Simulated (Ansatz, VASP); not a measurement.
**MgO: VASP beside Ansatz**

```
CELL_PARAMETERS angstrom
2.89395 0.00000 0.00000
-1.44698 2.50623 0.00000
0.00000 0.00000 2.76007
ATOMIC_POSITIONS crystal
Mg 0.00000 0.00000 0.00000
O 0.33333 0.66667 0.50000
```

Change from the starting cell: strain -0.015 along x and y, +0.030 along z, atoms carried along.

Alike in both runs: task single point; functional LDA; k mesh 9 × 9 × 8; occupations gaussian, width 0.05 eV; no spin polarisation.

```csv
,VASP,Ansatz
version,VASP 6.6.1,Ansatz 0.2.0
potentials or method,"VASP PAW LDA potentials, release 64 (Mg, O)","scalar-relativistic, plane waves, PAW"
plane-wave cutoff (eV),520,420
valence electrons in the cell,8,16
```

|  | VASP | Ansatz | Ansatz less VASP |
| --- | --- | --- | --- |
| gap on the k mesh at the Fermi level (eV) | 2.75 | 2.75 | +0.006 |
| least direct gap on the mesh (eV) | 3.17 | 3.17 | +0.004 |
| pressure (GPa) | -11.6 | -10.1 | +1.55 |
| largest component of the traceless stress (GPa) | 16.49 | 16.31 | -0.180 |

The two sets of potentials don't hold the same shells in valence.

Caveats: an odd mesh through Γ misses points on the zone boundary, where band edges often lie.
